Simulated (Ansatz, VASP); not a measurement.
Two plane-wave programs on V

INCAR

```
ALGO = Normal
EDIFF = 1E-7
ENCUT = 520
GGA = PE
ISIF = 2
ISMEAR = -1
ISPIN = 2
LASPH = T
LCHARG = F
LMAXMIX = 4
LORBIT = 11
LREAL = F
LWAVE = F
MAGMOM = 2 2
NBANDS = 24
NELM = 150
PREC = Accurate
SIGMA = 0.05
```

The input KPOINTS:

```
k-points
0
Gamma
  12 12 6
```

File POSCAR:

```
V
1.0
    2.5690966245      0.0000000000      0.0000000000
   -1.2845483122      2.2249029415      0.0000000000
    0.0000000000      0.0000000000      4.6594993097
V
2
Direct
    0.3333333333      0.6666666667      0.2500000000
    0.6666666667      0.3333333333      0.7500000000
```

input.yaml

```yaml
crystal:
  lattice:
    - [2.5690966245, 0.0, 0.0]
    - [-1.2845483122, 2.2249029415, 0.0]
    - [0.0, 0.0, 4.6594993097]
  atoms:
    - { symbol: V, position: [0.3333333333, 0.6666666667, 0.25], spin: 2.0 }
    - { symbol: V, position: [0.6666666667, 0.3333333333, 0.75], spin: 2.0 }
hamiltonian:
  xc: pbe
  pseudopotentials: { kind: paw }
magnetization:
  spin_polarized: true
kpoints:
  mp_grid: { grid: [12, 12, 6] }
scf:
  occupations: { method: fermi_dirac, width: 0.05 }
output:
  forces: true
  stress: true
  eigenvalues: true
```

Change from the starting cell: volume scaled by 0.96.

Alike in both runs: task single point; functional PBE; k mesh 12 × 12 × 6; occupations fermi-dirac, width 0.05 eV; collinear spin, ferromagnetic start.

|  | VASP | Ansatz |
| --- | --- | --- |
| version | VASP 6.6.1 | Ansatz 0.2.0 |
| potentials or method | VASP PAW PBE potentials, release 64 (V_sv) | Ansatz PAW |
| plane-wave cutoff (eV) | 520 | 420 |
| valence electrons in the cell | 26 | 26 |

Ansatz gave:

* gap on the k mesh at the Fermi level (eV): none
* pressure (GPa): 7.0
* largest component of the traceless stress (GPa): 0.84
* net moment per atom (μB): 0.00

Q: Which values does VASP return?

A: gap on the k mesh at the Fermi level (eV): none; pressure (GPa): 7.3; largest component of the traceless stress (GPa): 0.86; net moment per atom (μB): 0.00.

A gap of «none» marks a metal or a gap that the smearing closes. The functional is the same, so the differences come from potentials, cutoffs and numerics.

Caveats: the starting moments weren't kept (Ansatz).
